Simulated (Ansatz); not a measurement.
Fe: converged, but where?

Fe is taken as a measured crystal structure (space group Fm-3m, primitive cell doubled), 2 atoms in the cell. Source: COD entry 9012707, which need not be the ambient phase.

The calculation used DFT, PBEsol, PAW, plane waves, scalar-relativistic (Ansatz).

```yaml
crystal:
  lattice:
    - [0.0, 1.8195, 1.8195]
    - [1.8195, 0.0, 1.8195]
    - [3.639, 3.639, 0.0]
  atoms:
    - { symbol: Fe, position: [0.0, 0.0, 0.0], spin: 4.0 }
    - { symbol: Fe, position: [0.0, 0.0, 0.5], spin: -4.0 }
magnetization:
  spin_polarized: true
hamiltonian:
  xc: pbesol
  pseudopotentials: { kind: paw }
basis:
  ecutwfc: 420
kpoints:
  mp_grid: { grid: [13, 13, 7] }
scf:
  occupations: { method: gaussian, width: 0.05 }
  lower_state_search: "off"
output:
  forces: true
  stress: true
```

It took 5.1 s on 2 threads of x86-64 server CPU (shared host), peak memory 0.55 GiB.

The end of the output:

```
SCF converged after 10 iterations
Magnetization: 0.0000 μB (16.0000 up, 16.0000 down)
Absolute magnetization: 4.0515 μB (∫|ρ↑−ρ↓|, with the PAW one-centre terms)
Spin contamination: 1.6612 ħ² per cell (⟨S²⟩ above its minimum at these occupations)
Per-site moments (μB) at R_I (Å): [(1.9823, 1.0614), (-1.9823, 1.0614)]
Free energy (F): -8897.144279 eV
Harris-Foulkes:  -8897.144279 eV  (|F-HF|=1.19e-9)
Internal energy: -8897.140294 eV  (E = F + TS)
E sigma→0 (E₀):  -8897.142287 eV
Entropy (-TS):   -0.003985 eV (-1.993 meV/atom)
Fermi energy:    17.307740 eV
--- Forces (eV/Å), atoms counted from 1 ---
  atom   1  Fe     0.00000000     0.00000000    -0.00000000
  atom   2  Fe     0.00000000    -0.00000000    -0.00000000
--- Stress (GPa, compression-positive) ---
      -23.296749       2.567337      -2.559409
        2.567337     -23.296749      -2.559409
       -2.559518      -2.559518     -23.319237
  P = ⅓ Tr σ = -23.3042 GPa (-233.042 kbar)
```

The mesh has less symmetry than the lattice, which lowers the symmetry of the run.

Site moments are taken inside atomic spheres and don't add up to the total.

Question: The run converged. Is this the lowest state of the cell, and if not, what lies lower and how is it reached?

Answer: No. A state 62.3 meV/atom (0.125 eV per cell) lower exists in this cell: ferromagnetic, site moments Fe1 2.62, Fe2 2.62 μB, total 5.17 μB per cell, no gap on the k-mesh. It was reached from: parallel moments, default search for lower states [Fe1 4.00, Fe2 4.00 μB]; parallel moments, spin not held back in the first iterations, no switch to direct minimisation [Fe1 4.00, Fe2 4.00 μB]. The wrong state matters: the pressure is -8.7 GPa there against -23.3 GPa here. This multiple of the primitive cell fits some opposed orders; other multiples fit others. Only collinear orders within this cell were tried; the true ground state may need a larger cell.
